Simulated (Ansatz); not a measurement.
How GaN (F-43m) stiffens under pressure

```xyz
2
Lattice="0.0000 2.2491 2.2491 2.2491 0.0000 2.2491 2.2491 2.2491 0.0000" Properties=species:S:1:pos:R:3 pbc="T T T"
Ga    0.0000    0.0000    0.0000
N     1.1246    1.1246    1.1246
```

This is the zero-pressure cell. At each pressure cell and atoms are relaxed in this structure, and the constants are slopes of the stress at strains of ±0.005 with relaxed ions (the coefficients that govern stability under load). Level: PBEsol, PAW on Ansatz 0.2.0's default frozen-core files (fitted under PBE), scalar-relativistic; k mesh 10×10×10, strains of ±0.005, fixed occupations, cutoff 420 eV. P is the pressure of the relaxed cell, less that of this one.

| P (GPa) | V/V₀ | C11 (GPa) | C12 (GPa) | C44 (GPa) |
| --- | --- | --- | --- | --- |
| 0.00 | 1.0000 | 270.7 | 147.2 | 151.8 |
| 1.00 | 0.9947 | 274.6 | 151.6 | 152.5 |
| 1.99 | 0.9897 | 278.6 | 156.1 | 153.4 |
| 3.99 | 0.9799 | 286.4 | 165.1 | 154.7 |
| 7.02 | ? | ? | ? | ? |
| 10.02 | 0.9532 | 309.5 | 191.6 | 157.9 |
| 15.02 | 0.9336 | 327.9 | 213.1 | 159.5 |

Q: Does the bulk modulus from the constants agree with the pressure-volume curve?

A: A third-order Birch-Murnaghan fit to the volumes shown (F against f, f = [(V₀/V)^(2/3) − 1]/2) gives B₀ = 188.2 GPa and B′ = 4.4. Its −V dP/dV stands beside (C11 + 2C12)/3:

```
P (GPa)  from P(V)  from the constants
   0.00      188.2               188.3
   1.00      192.6               192.6
   1.99      196.9               197.0
   3.99      205.4               205.5
  10.02      231.0               230.9
  15.02      251.8               251.4
```

Q: What are the pressure derivatives at zero pressure?

A: Slopes at V₀ of quadratic fits in −ln(V/V₀) through the first four rows shown, divided by B₀: dC11/dP = 4.0, dC12/dP = 4.5, dC44/dP = 0.8. The mean slopes up to 2.0 GPa are 4.0, 4.5, 0.8; curvature and scatter of the constants part the two. The combination (dC11/dP + 2 dC12/dP)/3 = 4.3 stands against B′.

Q: Fill the row at 7.02 GPa.

A: Cubic fits in −ln(V/V₀) through all rows shown give C11 = 298.2, C12 = 178.5, C44 = 156.5 GPa. Computed: V/V₀ = 0.9660, C11 (GPa) = 298.0, C12 (GPa) = 178.4, C44 (GPa) = 156.3.

Q: Does a shear stiffness soften?

A: C44 goes from 151.8 to 159.5 GPa; (C11 − C12)/2 goes from 61.7 to 57.4 GPa. (C11 − C12)/2 softens under pressure, though the lattice stays mechanically stable over this range.

Keep in mind: this zinc-blende form is metastable at ambient conditions; no other phase was computed; many crystals of this kind change structure within this range, and rows or crossings beyond such a change describe a metastable lattice; frozen-core PAW files fitted under PBE, their cores solved anew for the functional of the run; constants at zero field, no piezoelectric stiffening; phonons weren't checked at these pressures.
